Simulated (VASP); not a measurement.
Er:

```xyz
1
Lattice="-1.9779 1.9779 1.9779 1.9779 -1.9779 1.9779 1.9779 1.9779 -1.9779" Properties=species:S:1:pos:R:3 pbc="T T T"
Er    0.0000    0.0000    0.0000
```

This isn't the form of Er at room conditions, which is hcp.

- Program: VASP 6.6.1
- Task: relaxation of cell and atoms
- Functional: PBE
- Dispersion: D2
- Potentials or basis: VASP PAW PBE potentials, release 64 (Er_3), 4f in core
- Cutoff: 600 eV
- k mesh: 7 × 7 × 7
- Occupations: methfessel-paxton, width 0.2 eV
- Spin: collinear spin, ferromagnetic start, spin-orbit coupling
- Starting moments: [[1.732, 1.732, 1.732]] μB
- Hubbard terms: Er f U = 6 eV, J = 1.0 eV

At the start: pressure -1.5 GPa; volume 30.95 Å³/atom.

Problem. Where does the relaxation end?

Solution. Over 3 steps the energy falls by 3.7 meV/atom and the volume is 30.15 Å³/atom (-2.6 %); space group Im-3m (No. 229, to 0.05 Å); moment 0.00 μB per cell.

Step by step:
```
step  energy change (eV)  largest force (eV/Å)  pressure (GPa)  volume (Å³)
   1              0.0000                0.0000           -1.48        30.95
   2             -0.0025                0.0000            0.84        29.69
   3             -0.0037                0.0000            0.02        30.15
```

Final structure:
```xyz
1
Lattice="-1.9607 1.9607 1.9607 1.9607 -1.9607 1.9607 1.9607 1.9607 -1.9607" Properties=species:S:1:pos:R:3 pbc="T T T"
Er   -1.9607    1.9607    1.9607
```

Caveat: the magnetic or orbital state may not be the lowest; U is put on an f shell that these potentials keep in the core, so it has next to no effect.
